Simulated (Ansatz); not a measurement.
## InP: single point with PBE

**Experimental background.**

From a printed reference work, data compilation, for a bulk crystal of InP at 1.6 K: band gap 1.4236 eV (direct).

InP:

```xyz
2
Lattice="0.0000 2.9305 2.9305 2.9305 0.0000 2.9305 2.9305 2.9305 0.0000" Properties=species:S:1:pos:R:3 pbc="T T T"
In    0.0000    0.0000    0.0000
P     4.3957    4.3957    4.3957
```

```
Program             : Ansatz 0.2.0
Task                : single point
Functional          : PBE
Potentials or basis : Ansatz PAW
Cutoff              : 420 eV (not typed: the program's choice for these potentials)
k mesh              : 8 × 8 × 8
Occupations         : gaussian, width 0.02 eV
Spin                : no spin polarisation
```

- Pressure: 3.3 GPa
- Band gap on the k mesh: 0.72 eV, direct

Levels at points of the mesh, in eV from the valence-band top:
```csv
k point,band 6,band 7,band 8,band 9,band 10,band 11,band 12,band 13
"(0.00, 0.00, 0.00)",-11.52,0.00,0.00,0.00,0.72,4.09,4.09,4.09
"(0.00, 0.00, -0.50)",-9.79,-5.73,-0.97,-0.97,1.50,4.81,4.81,7.11
"(0.00, -0.50, -0.50)",-9.14,-5.75,-2.32,-2.32,1.77,2.27,9.21,9.59
```

Wall time 1.9 s on 2 threads of Intel(R) Xeon(R) Processor @ 2.70GHz, with other jobs on the host, peak memory 0.34 GiB.

Measured gap of InP: 1.4236 eV (direct; 1.6 K; a printed reference work, data compilation). This calculation gives 0.72 eV (-0.71 eV). Spin-orbit coupling on In is left out. The value is that of PBE, without temperature or zero-point motion. Semilocal functionals fall short of measured gaps as a rule.

Caveat: spin-orbit coupling is left out, which moves the levels of the heavy elements.
